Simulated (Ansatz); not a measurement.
**Mg3Sb2: a fit and a missing row**

Mg3Sb2, P-3m1, a = 4.594 Å, c = 7.274 Å. The structure is a COD entry; whether it is the stable form wasn't checked. Ansatz: PBE, PAW, 420 eV, Γ-centred 12×12×6 mesh on 5 atoms, Gaussian smearing 0.01 eV; no spin polarisation. Shape and atoms are relaxed at each volume; pressure is positive in compression.

```
V (Å³/atom) P (GPa)
     24.994     2.98
     25.792     1.39
     26.589     0.02
     27.387        ?
     28.185    -2.13
```

Q: Take V0 = 26.589 Å³/atom, count pressures from its P0 = 0.02 GPa, fit the third-order Birch–Murnaghan form to the other rows, and predict the missing pressure.

A: With the Eulerian strain f = ½[(V0/V)^(2/3) − 1] and y = (P − P0)/[3f(1 + 2f)^(5/2)], the form is the line y = B0 + 1.5 B0 (B0′ − 4) f. Rows (f, y): 0.02105, 42.3; 0.01025, 42.3; -0.01906, 41.4. Means f = 0.004080, y = 42.000; Σ(Δf)² = 0.0008615, ΣΔfΔy = 0.02083; the slope is their ratio. y = 41.90 + 24.17 f GPa, so B0 = 41.9 GPa and B0′ = 4 + 2 × (24.17)/(3 × 41.90) = 4.38. At V = 27.387, f = -0.00976, y = 41.66 and P = -1.14 GPa. The run gave -1.14 GPa, the same to the digits shown.